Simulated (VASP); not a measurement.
Results of a VASP single-point calculation on CaF₂ (strained fluorite)

POSCAR

```
Ca F
 1.0000000000000000
     0.0000000000000000    2.7467889036000002    2.7467889036000002
     2.7467889036000002    0.0000000000000000    2.7467889036000002
     2.7467889036000002    2.7467889036000002    0.0000000000000000
 Ca  F
   1   2
Cartesian
  0.0000000000000000  0.0000000000000000  0.0000000000000000
  1.3733944517999999  1.3733944517999999  1.3733944517999999
  4.1201833554000000  4.1201833554000000  4.1201833554000000
```

* gap between bands v and c: 7.18 eV
* least direct gap: 7.43 eV

Band v is the last that the valence electrons fill when counted band by band, and c is the next. Levels in eV from the top of v:

```tsv
point	v−1	v	c	c+1
Γ	-0.25	-0.25	7.18	9.10
X	-0.35	0.00	8.07	9.42
K	-0.44	-0.09	8.32	9.60
L	-0.82	-0.82	9.30	9.30
W	-0.27	-0.09	8.38	9.66
```

Task: Which of these levels of theory gave these results?
A. HSE06
B. PBEsol
C. PBE
D. PBE with spin–orbit coupling
E. LDA
F. r²SCAN
G. PBE0

Result: C.

The INCAR was:

```
PREC = Accurate
LELF = .TRUE.
NELM = 120
ISMEAR = -1
IBRION = -1
LASPH = .TRUE.
NSW = 0
NBANDS = 19
EDIFF = 1E-7
ENCUT = 520
LWAVE = .FALSE.
LCHARG = .TRUE.
ISIF = 2
SIGMA = 0.02
GGA = PE
LREAL = .FALSE.
```
